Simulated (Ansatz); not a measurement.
# Ag: distorted cells

The calculation used DFT PBE, scalar-relativistic, plane waves, PAW (Ansatz).

Plane waves to 420 eV, a k mesh through Γ of 18×18×18 on the computed 1-atom cell and Gaussian smearing (0.10 eV); no spin polarisation.

Reference cell:

```
CELL_PARAMETERS angstrom
-1.65565 1.65565 1.65565
1.65565 -1.65565 1.65565
1.65565 1.65565 -1.65565
ATOMIC_POSITIONS crystal
Ag 0.00000 0.00000 0.00000
```

Each variant moves atoms of this cell by the vectors given, if any (Å), and then applies a symmetric strain (tensor components, Cartesian axes). The reference cell isn't relaxed at this level. Energies are per atom at zero smearing, counted from the lowest variant. Pressure is positive in compression.

1. strain (xx yy zz yz xz xy, %) 0.51 0.51 0.51 4.00 -4.00 -4.00
2. strain (xx yy zz yz xz xy, %) -3.34 -3.34 -3.34 4.00 4.00 -4.00
3. strain (xx yy zz yz xz xy, %) 0.11 0.11 0.11 -4.00 -4.00 4.00
4. strain (xx yy zz yz xz xy, %) -0.94 -0.94 -0.94 0.00 0.00 0.00
5. strain (xx yy zz yz xz xy, %) 4.54 4.54 4.54 0.00 0.00 0.00
6. strain (xx yy zz yz xz xy, %) -2.14 -2.14 -2.14 0.00 0.00 0.00

```csv
result,ΔE (meV/atom),P (GPa)
A,15.2,5.84
B,162.8,15.19
C,34.9,-0.47
D,0.0,1.92
E,35.2,0.57
F,79.7,-8.31
```

(1) Which variant gave which result?

## Answers

(1) A is 6, B is 2, C is 1, D is 4, E is 3, F is 5. The pressure falls as the cell grows: from the smallest volume to the largest the variants are 2, 6, 4, 3, 1, 5.

This bcc form isn't the element's structure at ambient conditions.